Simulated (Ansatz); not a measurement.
PbSe (Clausthalite) under changes of volume

One of the cells (28.671 Å³/atom); the others are scaled copies at fixed shape and fractional positions:

```
CELL_PARAMETERS angstrom
0.00000 3.06065 3.06065
3.06065 0.00000 3.06065
3.06065 3.06065 0.00000
ATOMIC_POSITIONS crystal
Pb 0.00000 0.00000 0.00000
Se 0.50000 0.50000 0.50000
```

* Program: Ansatz 0.2.0
* Functional: B3LYP5
* Potentials or basis: Ansatz PAW
* Cutoff: 420 eV (not typed: the program's choice for these potentials)
* k mesh: 4 × 4 × 4
* Occupations: fermi-dirac, width 0.05 eV
* Spin: no spin polarisation

| volume (Å³/atom) | energy over the lowest point (meV/atom) | pressure (GPa) | gap on the mesh (eV) |
| --- | --- | --- | --- |
| 26.951 | 103.00 | 9.1 | 0.99 |
| 27.524 | ? | ? | ? |
| 28.097 | 49.52 | 5.9 | 1.15 |
| 28.671 | 30.69 | 4.6 | 1.22 |
| 29.244 | 16.45 | 3.4 | 1.28 |
| 29.818 | 6.34 | 2.3 | 1.34 |
| 30.391 | 0.00 | 1.3 | 1.40 |

Q: What does the run at 27.524 Å³/atom give?

A: Energy over the lowest point 73.43 meV/atom; pressure 7.4 GPa; gap on the mesh 1.07 eV.

Worked out: A Birch-Murnaghan fit of order 3 (a polynomial in V^(-2/3)) to the other rows has its minimum at 31.23 Å³/atom, just outside them, with B0 = V·E''(V) = 44 GPa and B' = 4.5. It gives 73.44 meV/atom at 27.524 Å³/atom, against the run's 73.43, and -dE/dV = 7.4 GPa, against 7.4. A parabola through the other rows of the gap, of slope 3.77 eV per unit of ln V (its deformation potential) there, gives 1.07 eV, against the run's 1.07.

Energies are extrapolated to zero smearing.

Caveats: all runs use coarse meshes; spin-orbit coupling is left out, which as a rule narrows the gap of such compounds by several tenths of an eV; the PAW data sets come from PBE, with cores solved anew for the run's functional, which leaves a small shift of forces and pressure; the thresholds are loose for stress.

A mesh can miss the band edges.
